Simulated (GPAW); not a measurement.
Crystal: TiNi.

```
Ni Ti
1.0
     2.73580    0.00000    0.00000
     0.00000    2.73580    0.00000
     0.00000    0.00000    3.58141
Ni Ti
1 1
Direct
  0.00000 0.00000 0.00000
  0.50000 0.50000 0.50000
```

The cell comes from a database or a generator and needn't be the stable form of this composition.

Base run:

```yaml
Program: GPAW 26.7.0
Functional: LDA
Potentials_or_basis: the program's PAW data sets (release 1.2.1) made for this functional
Cutoff: 600 eV
Basis: pw
k_mesh: 8 × 8 × 6
Occupations: fermi-dirac, width 0.05 eV
Spin: collinear spin, ferromagnetic start
Starting_moments: "[1.0, 1.0] μB"
```

Its results: pressure -11.7 GPa; net moment 0.00 μB per cell.

Problem. The run is repeated on the same cell with these changes: functional from LDA to PBEsol; potentials or basis from the program's PAW data sets (release 1.2.1) made for this functional to PAW data sets generated in the run's folder for this functional. What comes out?

Solution. Pressure -5.9 GPa; net moment 0.00 μB per cell.

Caveats: the stock nickel data set gives pressures a few GPa off other programs.
